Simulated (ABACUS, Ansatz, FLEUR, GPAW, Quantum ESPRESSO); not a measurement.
# 10 crystals, 5 set-ups of PBE: the band gap

The same calculation (PBE, Γ-centred k mesh with a spacing near 0.25 Å⁻¹, Fermi-Dirac smearing of 0.05 eV, no spin-orbit coupling) was run on each cell with:

- A: GPAW, GPAW PAW data sets (gpaw-data 1.2.1), cutoffs 600 to 800 eV
- B: Quantum ESPRESSO, SSSP 1.3 efficiency PBE, cutoffs 748 to 952 eV
- C: ABACUS, PseudoDojo NC SR 0.4.1 PBE standard, cutoffs 490 to 1211 eV
- D: FLEUR, all-electron
- E: Ansatz LAPW, all-electron LAPW, scalar-relativistic

Gaps hold for the cell as given (a database cell, not always the measured one). They are the smaller of the mesh's gap and, where one was run, the band path's. † marks indirect gaps read on the mesh alone; where an edge lies between its points they come out too high, by up to a few tenths of an eV. Brackets give the space group and the cell's volume in Å³ per atom. Not every cell is the stable form of its formula. Spin polarisation and spin-orbit coupling are off unless named.

```csv
crystal,A (eV),B (eV),C (eV),D (eV),E (eV)
PbSe (Fm-3m; 28.67),0.242,0.297,0.296,0.291,0.285
GaAs (F-43m; 22.59),0.587,0.534,0.516,0.522,0.521
Si (Fd-3m; 20.16),0.624†,0.629†,0.625†,0.628†,0.627†
BAs (F-43m; 13.63),1.182†,1.172†,1.196†,1.186†,1.187†
BP (F-43m; 11.68),1.244†,1.246†,1.252†,1.246†,1.246†
"SnO2 (P4_2/mnm, 6 atoms; 11.92)",1.315,1.271,1.266,1.280,1.286
SiC (F-43m; 10.35),1.349†,1.356†,1.363†,1.358†,1.359†
AlN (F-43m; 10.42),3.308†,3.319†,3.325†,3.318†,3.318†
CaO (Fm-3m; 13.89),3.691†,3.653†,3.661†,3.648†,3.652†
NaF (Fm-3m; 12.49),6.306,6.274,6.318,6.281,6.289
```

Against the mean of the all-electron results, the mean absolute deviation is A 0.023, B 0.007, C 0.010 eV. The largest single deviation is +0.065 eV, for GaAs in A. The figures use the values as printed. The all-electron reference has errors of its own basis, so a deviation may be partly its. The functional is the same throughout, so these differences measure potentials, basis sets and numerical settings.

The five set-ups agree far more closely with one another than PBE does with experiment. For GaAs, SnO2 and NaF, every set-up gives a gap well below the measured one, as expected of semilocal Kohn-Sham eigenvalues, which lack the derivative discontinuity. PbSe escapes this underestimate only by cancellation: spin-orbit coupling would lower the Pb 6p-derived conduction edge and narrow the gap substantially.

Set-up A opens the gap of GaAs but narrows that of PbSe relative to the all-electron results, so its deviations are not a uniform shift. The conduction edge of GaAs has strong Ga 4s character and samples the potential near the nucleus, which probably makes it sensitive to how the core and semicore states are represented. In NaF, the wide gap separates filled F 2p states from largely cation-derived s states, and there C deviates more than A. Close agreement therefore supports the numerical reproducibility of the PBE gaps, not their use as quasiparticle or optical gaps.
